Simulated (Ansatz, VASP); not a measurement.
This is a calculation of Ge for Ansatz 0.2.0.

The input input.yaml:

```yaml
crystal:
  lattice:
    - [1.397149, -2.600516, 0.0]
    - [1.397149, 2.600516, 0.0]
    - [0.0, 0.0, 2.698231]
  atoms:
    - { symbol: Ge, position: [0.5, 0.5, 0.0] }
hamiltonian:
  xc: { exchange: pbe, correlation: pbe, exx: { coeff: 0.25, omega: 0.2 } }
  pseudopotentials: { kind: paw }
kpoints:
  mp_grid: { grid: [6, 6, 5] }
scf:
  occupations: { method: fermi_dirac, width: 0.05 }
output:
  forces: true
  stress: true
  eigenvalues: true
```

Potentials or basis: Ansatz PAW.

The run is started by

```bash
$ ansatz run input.yaml --threads 2 --pin off --max-ram 5632MiB --backend cpu --events-out ev --progress --plain --runs-dir out
```

Task: Set up the same calculation for VASP 6.6.1. Potentials there: VASP PAW PBE potentials, release 64 (Ge_d).

Result: As run (the cutoff follows the program's own potentials):

File POSCAR:

```
Ge
1.0
    1.3971490000     -2.6005160000      0.0000000000
    1.3971490000      2.6005160000      0.0000000000
    0.0000000000      0.0000000000      2.6982310000
Ge
1
Direct
    0.5000000000      0.5000000000      0.0000000000
```

The input INCAR.step1:

```
PREC = Accurate
ENCUT = 520
EDIFF = 1E-5
ISMEAR = -1
SIGMA = 0.05
LREAL = False
LASPH = True
NELM = 60
ALGO = Normal
ISIF = 2
LWAVE = True
GGA = PE
```

File INCAR.step2:

```
PREC = Accurate
ENCUT = 520
EDIFF = 1E-6
ISMEAR = -1
SIGMA = 0.05
LREAL = False
LASPH = True
NELM = 60
ALGO = Normal
ISIF = 2
LWAVE = False
LCHARG = False
GGA = PE
LHFCALC = True
HFSCREEN = 0.2
AEXX = 0.25
PRECFOCK = Fast
ISTART = 1
```

Contents of KPOINTS:

```
regular mesh
0
Gamma
  6 6 5
```

Potentials or basis: VASP PAW PBE potentials, release 64 (Ge_d).

The run is started by

```console
$ cat potpaw_PBE.64/Ge_d/POTCAR > POTCAR
$ cp INCAR.step1 INCAR
$ mpirun -np 1 vasp_std > vasp.out
$ cp INCAR.step2 INCAR
$ mpirun -np 1 vasp_std > vasp.out
```

Both were run:

|  | VASP | Ansatz | Ansatz less VASP |
| --- | --- | --- | --- |
| gap on the k mesh at the Fermi level (eV) | none | none | - |
| pressure (GPa) | -0.6 | -0.8 | -0.20 |
| largest component of the traceless stress (GPa) | 9.11 | 9.13 | +0.015 |

A gap of «none» marks a metal or a gap that the smearing closes.

Caveats: the k mesh is coarse (spacing up to 0.47 Å⁻¹), so the values aren't converged, least of all with exact exchange; the PAW data sets were made with another functional, which shifts forces and pressure a little (VASP); the PAW data sets come from PBE, with cores solved anew for the run's functional, which leaves a small shift of forces and pressure (Ansatz); the thresholds are loose for stress (Ansatz).
